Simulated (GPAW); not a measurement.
Write an ASE script for GPAW 26.7.0 that does the following.

* Task: single point
* Functional: PBE
* Potentials or basis: GPAW PAW data sets (gpaw-data 1.2.1)
* Cutoff: 600 eV
* Basis: pw
* k mesh: 8 × 8 × 4
* Occupations: fermi-dirac, width 0.05 eV
* Spin: no spin polarisation
* Maxiter: 150

The system is Ge.

```
Ge
1.0
     3.99759    0.00000    0.00000
    -1.99879    3.46201    0.00000
     0.00000    0.00000    6.59938
Ge
4
Direct
  0.32803 0.66489 0.93959
  0.67763 0.33919 0.43330
  0.34363 0.67052 0.56725
  0.67313 0.32691 0.06117
```

This isn't the form of Ge at room conditions, which is diamond.

The cell isn't the ideal one: atoms moved at random, drawn with an rms of 0.05 Å.

One way to write it, as run:

run.py

```python
from ase import Atoms
from ase.dft.bandgap import bandgap
from ase.io import write
from ase.units import GPa
from gpaw import GPAW, PW

atoms = Atoms(['Ge', 'Ge', 'Ge', 'Ge'],
              cell=[[3.9975858431, 0.0, 0.0],
                    [-1.9987929216, 3.462010894, 0.0],
                    [0.0, 0.0, 6.59937795]],
              scaled_positions=[[0.328034, 0.664887, 0.939588],
                                [0.677631, 0.339187, 0.433296],
                                [0.343627, 0.670521, 0.567255],
                                [0.673128, 0.326905, 0.061173]],
              pbc=True)

calc = GPAW(mode=PW(600),
            xc='PBE',
            kpts={'size': (8, 8, 4), 'gamma': True},
            occupations={'name': 'fermi-dirac', 'width': 0.05},
            nbands=18,
            convergence={'density': 1e-05, 'energy': 1e-05},
            maxiter=150,
            txt='gpaw.txt')
atoms.calc = calc
energy = atoms.get_potential_energy()
forces = atoms.get_forces()
stress = atoms.get_stress()
calc.write('gs.gpw')
write('result.traj', atoms)
print(f'Energy: {energy:.6f} eV')
print('Forces (eV/A):')
print(forces.round(4))
print('Stress (GPa):', (stress / GPa).round(3))
print('Fermi level:', round(calc.get_fermi_level(), 4), 'eV')
print(f'Gap: {bandgap(calc)[0]:.4f} eV, direct: {bandgap(calc, direct=True)[0]:.4f} eV')
```

Potentials or basis: GPAW PAW data sets (gpaw-data 1.2.1), pw.

The run is started by

```bash
$ OMP_NUM_THREADS=1 python run.py
```

Results of the run:

- Pressure: 3.2 GPa
- Largest force: 0.667 eV/Å
- Band gap on the k mesh: none (metal or under the smearing width)

Wall time 89 s on 1 thread of Intel(R) Xeon(R) Platinum 8488C (Sapphire Rapids) (shared host), peak memory 0.35 GiB.
